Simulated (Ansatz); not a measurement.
Crystal: TaS2.

```
Ta S
1.0
     3.35000    0.00000    0.00000
    -1.67500    2.90119    0.00000
     0.00000    0.00000    5.86000
Ta S
1 2
Direct
  0.00000 0.00000 0.00000
  0.66667 0.33333 0.75000
  0.33333 0.66667 0.25000
```

```yaml
Program: Ansatz 0.2.0
Task: relaxation of cell and atoms
Functional: HSE06
Potentials_or_basis: Ansatz PAW
Cutoff: "420 eV (not typed: the program's choice for these potentials)"
k_mesh: 5 × 5 × 3
Occupations: fermi-dirac, width 0.05 eV
Spin: no spin polarisation
```

At the start: volume 18.98 Å³/atom.

Task: Where does the relaxation end?

Result: It ends after 14 steps and the volume is 22.50 Å³/atom (+18.5 %); space group P-3m1 (No. 164, to 0.05 Å).

The path:
```
step  energy change (eV)  largest force (eV/Å)  volume (Å³)
   1              0.0000                0.8276        56.95
   2             -0.0681                0.3874        61.15
   3             -0.0826                0.1008        63.08
   4             -0.0881                0.0698        63.21
   5             -0.0895                0.0291        63.94
   6             -0.0902                0.0024        64.87
   7             -0.0903                0.0012        65.05
   8             -0.0903                0.0011        65.50
   9             -0.0944                0.0003        65.50
  10             -0.0948                0.0084        66.55
  11             -0.0948                0.0014        67.18
  12             -0.0948                0.0081        67.51
  13             -0.0948                0.0037        67.49
  14             -0.0952                0.0038        67.49
```

Final structure:
```yaml
crystal:
  lattice:
    - [3.37664, 0.00000, 0.00000]
    - [-1.68832, 2.92426, 0.00000]
    - [0.00000, 0.00000, 6.83498]
  atoms:
    - { symbol: Ta, position: [0.00000, 0.00000, 0.00000] }
    - { symbol: S, position: [0.66667, 0.33333, 0.77958] }
    - { symbol: S, position: [0.33333, 0.66667, 0.22042] }
```

Caveat: the k mesh is coarse (spacing up to 0.43 Å⁻¹), so the values aren't converged, least of all with exact exchange; the volume moved by over 15 % at a fixed basis, so the end points are rough; the plane-wave basis is chosen anew once the cell has moved, so the energies of steps on either side of that aren't comparable; this functional lacks dispersion, which binds the layers, so the pressure and a relaxed spacing across them are unreliable, and here the layers came unbound; the volume moved by +19 % from the deposited cell, more than functionals usually miss; the PAW data sets come from PBE, with cores solved anew for the run's functional, which leaves a small shift of forces and pressure.
